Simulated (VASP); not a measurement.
AlP, 24 atoms in the cell. The cell holds a slab with vacuum, 24 atoms: a = 5.451 Å, b = 3.854 Å, c = 37.199 Å, α = 90.00°, β = 90.00°, γ = 90.00°. 

```yaml
Program: VASP 6.6.1
Task: relaxation of the atoms
Functional: PBEsol
Potentials_or_basis: VASP PAW PBE potentials, release 64 (Al, P)
Cutoff: 520 eV
k_mesh: 4 × 6 × 1
Occupations: gaussian, width 0.05 eV
Spin: no spin polarisation
Dipole_correction: yes
Further_INCAR_settings: ALGO = Normal; EDIFF = 1e-07; IBRION = 2; EDIFFG = -0.015; NSW = 100
```

Potentials or basis: VASP PAW PBE potentials, release 64 (Al, P).

Command:

```sh
$ cat potpaw_PBE.64/Al/POTCAR potpaw_PBE.64/P/POTCAR > POTCAR
$ mpirun -np 8 vasp_std > vasp.out
```

Hardware: 8 MPI ranks on Intel(R) Xeon(R) Platinum 8559C (Emerald Rapids) (shared host).

Problem. Estimate the wall time of this run.

Solution. Wall time 53 min on 8 MPI ranks on Intel(R) Xeon(R) Platinum 8559C (Emerald Rapids) (shared host), peak memory 1.1 GiB a rank. Counts: scf iterations 311, k points 12, ion steps 27.
